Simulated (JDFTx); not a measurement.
# Au (Fm-3m) in JDFTx: a series of runs

One crystal, Au, is run at these levels: PBEsol; tasks: equation of state.

Everything below comes from runs of JDFTx 1.7.0 (patched build). Logs are shortened: lines on timing, memory, paths and dates and some standing lists are left out, and cuts for length are marked. The log counts tension as positive stress, the text compression.

**The experiment to reproduce.**

From “Exploring toroidal anvil profiles for larger sample volumes above 4 Mbar”, 2024, pmc:11102561, for a bulk crystal of Au: bulk modulus 167 GPa.

The results are compared with them further down.

### Step 1. Starting point

It takes space group Fm-3m (No. 225, cubic). The conventional cell has a = 4.070 Å, b = 4.070 Å, c = 4.070 Å, α = 90.00°, β = 90.00°, γ = 90.00°. Au (site symmetry m-3m) is surrounded by 12 Au at 2.88 Å.

### Step 2. Equation of state, PBEsol, 15.84 Å³/atom (volume scaled by 0.94)

Au.in reads:

```
lattice Face-Centered Cubic 7.5341783060
coords-type Lattice
ion Au     0.0000000000     0.0000000000     0.0000000000 1

ion-species pseudo/Au.upf
elec-cutoff 38
elec-ex-corr gga-PBEsol
kpoint-folding 11 11 11
elec-smearing Fermi 0.0018374661
elec-n-bands 15
electronic-SCF nIterations 100 energyDiffThreshold 1e-09
electronic-minimize nIterations 30 energyDiffThreshold 1e-7
forces-output-coords Cartesian

dump-name run.$VAR
dump End Ecomponents EigStats BandEigs Kpoints Forces Stress
```

Potentials or basis: PseudoDojo-SR-PBEsol-0.4.1-standard with smoothed tails.

Started as:

```
$ jdftx -c 1 -i Au.in -o Au.out
```

Output:

```text
*************** JDFTx 1.7.0 (patched build) ***************

Input parsed successfully to the following command list (including defaults):
[... the input with its defaults ...]

---------- Setting up symmetries ----------

Found 48 point-group symmetries of the bravais lattice
Found 48 space-group symmetries with basis
Applied RMS atom displacement 0 bohrs to make symmetries exact.

---------- Initializing the Grid ----------
R =
[            0      3.76709      3.76709  ]
[      3.76709            0      3.76709  ]
[      3.76709      3.76709            0  ]
unit cell volume = 106.917
G =
[  -0.833958   0.833958   0.833958  ]
[   0.833958  -0.833958   0.833958  ]
[   0.833958   0.833958  -0.833958  ]
Minimum fftbox size, Smin = [  32  32  32  ]
Chosen fftbox size, S = [  32  32  32  ]

---------- Exchange Correlation functional ----------
Initalized PBEsol GGA exchange.
Initalized PBEsol GGA correlation.

---------- Setting up pseudopotentials ----------
Width of ionic core gaussian charges (only for fluid interactions / plotting) set to 0

Reading pseudopotential file 'pseudo/Au.upf':
  'Au' pseudopotential, 'PBESOL' functional
  Generated using ONCVPSP code by D. R. Hamann
  19 valence electrons, 4 orbitals, 7 projectors, 1001 radial grid points, with lMax = 3
    5S    l: 0   occupation:  2.0   eigenvalue: -3.985004
    5P    l: 1   occupation:  6.0   eigenvalue: -2.197789
    5D    l: 2   occupation: 10.0   eigenvalue: -0.253637
    6S    l: 0   occupation:  1.0   eigenvalue: -0.213166
  Core radius for overlap checks: 1.57 bohrs.

Initialized 1 species with 1 total atoms.

Folded 1 k-points by 11x11x11 to 1331 k-points.

---------- Setting up k-points, bands, fillings ----------
Reduced to 56 k-points under symmetry.
Computing the number of bands and number of electrons
Calculating initial fillings.
nElectrons:  19.000000   nBands: 15   nStates: 56

----- Setting up reduced wavefunction bases (one per k-point) -----
average nbasis = 1196.165 , ideal nbasis = 1196.237

---------- Setting up ewald sum ----------
Optimum gaussian width for ewald sums = 1.920473 bohr.
Real space sum over 2197 unit cells with max indices [  6  6  6  ]
Reciprocal space sum over 2197 terms with max indices [  6  6  6  ]

---------- Allocating electronic variables ----------
Initializing wave functions:  linear combination of atomic orbitals
Note: number of bands (15) exceeds available atomic orbitals (10)
Au pseudo-atom occupations:   s ( 2 1 )  p ( 6 )  d ( 10 )
	FillingsUpdate:  mu: +0.821586271  nElectrons: 19.000000
LCAOMinimize: Iter:   0  F: -137.9361553738237092  |grad|_K:  1.746e-03  alpha:  1.000e+00
	FillingsUpdate:  mu: +0.836558265  nElectrons: 19.000000
LCAOMinimize: Iter:   1  F: -137.9459185436707855  |grad|_K:  4.262e-05  alpha:  5.384e-01  linmin:  4.204e-01  cgtest: -9.093e-01
	FillingsUpdate:  mu: +0.836563891  nElectrons: 19.000000
[... 8 lines of inner loops ...]
	FillingsUpdate:  mu: +0.836212796  nElectrons: 19.000000
LCAOMinimize: Iter:   5  F: -137.9459255936032207  |grad|_K:  9.753e-10  alpha:  5.053e-01  linmin: -2.594e-01  cgtest:  6.541e-01
LCAOMinimize: Encountered beta<0, resetting CG.
LCAOMinimize: Converged (|Delta F|<1.000000e-06 for 2 iters).

-------- Electronic minimization -----------
Will mix electronic density at each iteration.
	FillingsUpdate:  mu: +0.836212796  nElectrons: 19.000000
	FillingsUpdate:  mu: +0.827054354  nElectrons: 19.000000
SCF: Cycle:  0   F: -137.960292439887041   dF: -1.437e-02   |Residual|: 2.263e-02   |deigs|: 3.932e-01
	FillingsUpdate:  mu: +0.828860111  nElectrons: 19.000000
SCF: Cycle:  1   F: -137.960621315243856   dF: -3.289e-04   |Residual|: 7.678e-03   |deigs|: 6.333e-03
	FillingsUpdate:  mu: +0.829032704  nElectrons: 19.000000
SCF: Cycle:  2   F: -137.960628876944327   dF: -7.562e-06   |Residual|: 2.547e-03   |deigs|: 8.936e-04
	FillingsUpdate:  mu: +0.828818976  nElectrons: 19.000000
SCF: Cycle:  3   F: -137.960630074414979   dF: -1.197e-06   |Residual|: 5.262e-04   |deigs|: 4.402e-04
	FillingsUpdate:  mu: +0.828895684  nElectrons: 19.000000
SCF: Cycle:  4   F: -137.960630210245000   dF: -1.358e-07   |Residual|: 3.209e-04   |deigs|: 2.533e-04
	FillingsUpdate:  mu: +0.828864658  nElectrons: 19.000000
SCF: Cycle:  5   F: -137.960630303061009   dF: -9.282e-08   |Residual|: 2.554e-05   |deigs|: 2.277e-04
	FillingsUpdate:  mu: +0.828866489  nElectrons: 19.000000
SCF: Cycle:  6   F: -137.960630308306122   dF: -5.245e-09   |Residual|: 1.736e-05   |deigs|: 1.474e-04
	FillingsUpdate:  mu: +0.828866529  nElectrons: 19.000000
SCF: Cycle:  7   F: -137.960630309835295   dF: -1.529e-09   |Residual|: 1.201e-05   |deigs|: 6.545e-04
	FillingsUpdate:  mu: +0.828865066  nElectrons: 19.000000
SCF: Cycle:  8   F: -137.960630310479218   dF: -6.439e-10   |Residual|: 8.003e-06   |deigs|: 4.224e-04
	FillingsUpdate:  mu: +0.828864705  nElectrons: 19.000000
SCF: Cycle:  9   F: -137.960630310523896   dF: -4.468e-11   |Residual|: 1.325e-05   |deigs|: 1.018e-04
SCF: Converged (|Delta E|<1.000000e-09 for 2 iters).

Setting wave functions to eigenvectors of Hamiltonian

# Stress tensor in Cartesian coordinates [Eh/a0^3]:
[ -0.000501272            0            0  ]
[            0 -0.000501272            0  ]
[            0            0 -0.000501272  ]

# Ionic positions in lattice coordinates:
ion Au   0.000000000000000   0.000000000000000   0.000000000000000 1

# Forces in Cartesian coordinates:
force Au  -0.000000000000000   0.000000000000000   0.000000000000000 1

# Energy components:
   Eewald =     -109.8417864252682676
       EH =       24.6141553102262414
     Eloc =      -82.0157492353133222
      Enl =        2.4036045730014206
      Exc =      -25.1657651791541070
 Exc_core =        9.4601942732420738
       KE =       42.5848072759854475
-------------------------------------
     Etot =     -137.9605394072805211
       TS =        0.0000909032433702
-------------------------------------
        F =     -137.9606303105238965

IonicMinimize: Iter:   0  F: -137.960630310523896  |grad|_K:  0.000e+00
IonicMinimize: Converged (|grad|_K<1.000000e-04).

#--- Lowdin population analysis ---
# oxidation-state Au +0.171

Dumping 'run.eigStats' ...
	eMin: -3.061718 at state 0 ( [ +0.000000 +0.000000 +0.000000 ] spin 0 )
	HOMO: +0.826251 at state 26 ( [ +0.000000 +0.272727 +0.454545 ] spin 0 )
	mu  : +0.828865
	LUMO: +0.830761 at state 11 ( [ +0.000000 +0.090909 -0.454545 ] spin 0 )
	eMax: +1.792243 at state 6 ( [ +0.000000 +0.090909 +0.090909 ] spin 0 )
	HOMO-LUMO gap: +0.004510
	Optical gap  : +0.066585 at state 34 ( [ +0.000000 +0.454545 +0.454545 ] spin 0 )
Done!
[note: the HOMO, LUMO and gaps printed at the end count levels as full or empty at half filling, so they show a gap where a level is partly filled]
```

Wall time 13 s (1 thread of Intel Xeon 6975P-C (Granite Rapids), shared host); peak memory 0.08 GiB.

Results:

* Free energy: -3754.1000 eV
* Pressure: 14.7 GPa
* Band gap on the k mesh: none (metal or under the smearing width)

### Step 3. Equation of state, PBEsol, 16.18 Å³/atom (volume scaled by 0.96)

Au.in: that of step 2 with these lines changed.

```diff
@@ -1,2 +1,2 @@
-lattice Face-Centered Cubic 7.5341783060
+lattice Face-Centered Cubic 7.5872376479
 coords-type Lattice
@@ -15,2 +15,2 @@
 dump-name run.$VAR
-dump End Ecomponents EigStats BandEigs Kpoints Forces Stress
+dump End Ecomponents EigStats BandEigs Kpoints Forces Stress ElecDensity Dtot KEdensity
```

Potentials or basis: PseudoDojo-SR-PBEsol-0.4.1-standard with smoothed tails.

Started as:

```
$ jdftx -c 1 -i Au.in -o Au.out
```

It took 13 s on 1 thread of Intel Xeon 6975P-C (Granite Rapids), shared host; peak memory 0.08 GiB.

Results (log left out):

```
Free energy            : -3754.1256 eV
Pressure               : 9.7 GPa
Band gap on the k mesh : none (metal or under the smearing width)
```

### Step 4. Equation of state, PBEsol, 16.52 Å³/atom (volume scaled by 0.98)

Au.in: that of step 3 with these lines changed.

```diff
@@ -1,2 +1,2 @@
-lattice Face-Centered Cubic 7.5872376479
+lattice Face-Centered Cubic 7.6395650786
 coords-type Lattice
```

Started as:

```
$ jdftx -c 1 -i Au.in -o Au.out
```

Run time: 13 s. Hardware: 1 thread of Intel Xeon 6975P-C (Granite Rapids), shared host; peak memory 0.08 GiB.

The run converged. Its results:

| Property | Result |
| --- | --- |
| Free energy | -3754.1411 eV |
| Pressure | 5.2 GPa |
| Band gap on the k mesh | none (metal or under the smearing width) |

### Step 5. Equation of state, PBEsol, 16.85 Å³/atom

Au.in: that of step 4 with these lines changed.

```diff
@@ -1,2 +1,2 @@
-lattice Face-Centered Cubic 7.6395650786
+lattice Face-Centered Cubic 7.6911853272
 coords-type Lattice
```

Started as:

```
$ jdftx -c 1 -i Au.in -o Au.out
```

Run time: 15 s. Hardware: 1 thread of Intel Xeon 6975P-C (Granite Rapids), shared host; peak memory 0.08 GiB.

Results (log left out):

- Free energy: -3754.1478 eV
- Pressure: 1.2 GPa
- Band gap on the k mesh: none (metal or under the smearing width)

### Step 6. Equation of state, PBEsol, 17.19 Å³/atom (volume scaled by 1.02)

Au.in: that of step 5 with these lines changed.

```diff
@@ -1,2 +1,2 @@
-lattice Face-Centered Cubic 7.6911853272
+lattice Face-Centered Cubic 7.7421218140
 coords-type Lattice
```

Potentials or basis: PseudoDojo-SR-PBEsol-0.4.1-standard with smoothed tails.

Started as:

```
$ jdftx -c 1 -i Au.in -o Au.out
```

Wall time 13 s (1 thread of Intel Xeon 6975P-C (Granite Rapids), shared host); peak memory 0.08 GiB.

Results (log left out):

```yaml
Free_energy: -3754.1467 eV
Pressure: -2.2 GPa
Band_gap_on_the_k_mesh: none (metal or under the smearing width)
```

### Step 7. Equation of state, PBEsol, 17.53 Å³/atom (volume scaled by 1.04)

Au.in: that of step 6 with these lines changed.

```diff
@@ -1,2 +1,2 @@
-lattice Face-Centered Cubic 7.7421218140
+lattice Face-Centered Cubic 7.7923967409
 coords-type Lattice
```

Started as:

```
$ jdftx -c 1 -i Au.in -o Au.out
```

Run time: 16 s. Hardware: 1 thread of Intel Xeon 6975P-C (Granite Rapids), shared host; peak memory 0.09 GiB.

The run converged. Its results:

```
Free energy            : -3754.1389 eV
Pressure               : -5.2 GPa
Band gap on the k mesh : none (metal or under the smearing width)
```

### Step 8. Equation of state, PBEsol, 17.87 Å³/atom (volume scaled by 1.06)

Au.in: that of step 7 with these lines changed.

```diff
@@ -1,2 +1,2 @@
-lattice Face-Centered Cubic 7.7923967409
+lattice Face-Centered Cubic 7.8420311792
 coords-type Lattice
```

Started as:

```
$ jdftx -c 1 -i Au.in -o Au.out
```

Run time: 17 s. Hardware: 1 thread of Intel Xeon 6975P-C (Granite Rapids), shared host; peak memory 0.08 GiB.

Results (log left out):

- Free energy: -3754.1252 eV
- Pressure: -7.8 GPa
- Band gap on the k mesh: none (metal or under the smearing width)

### Step 9. Equation of state, PBEsol

Potentials or basis: PseudoDojo-SR-PBEsol-0.4.1-standard with smoothed tails.

This step only gathers the single runs of the series.

What came out:

| Property | Result |
| --- | --- |
| Equilibrium volume | 16.97 Å³/atom |
| Bulk modulus | 176 GPa |
| Pressure derivative of the bulk modulus | 5.8 |

Energy against volume, from the lowest point:
| volume (Å³/atom) | energy (meV/atom) |
| --- | --- |
| 15.843 | 47.80 |
| 16.181 | 22.18 |
| 16.518 | 6.67 |
| 16.855 | 0.00 |
| 17.192 | 1.06 |
| 17.529 | 8.87 |
| 17.866 | 22.61 |

### Step 10. For comparison

An earlier run on the cell as given: functional PBEsol; potentials or basis PseudoDojo-SR-PBEsol-0.4.1-standard with smoothed tails; cutoff 1034 eV; density cutoff 4136 eV; k mesh 11 × 11 × 11; occupations fermi-dirac, width 0.05 eV; no spin polarisation.

- Pressure: 1.2 GPa
- Band gap on the k mesh: none (metal or under the smearing width)

### Step 11. How close it comes

Step 9. A measured bulk modulus of Au is 167 GPa (quoted in “Exploring toroidal anvil profiles for larger sample volumes above 4 Mbar”, 2024, pmc:11102561); the calculated 176 GPa misses it by +5.6 %. The fit is for a static lattice scaled at fixed shape and fixed fractional positions.
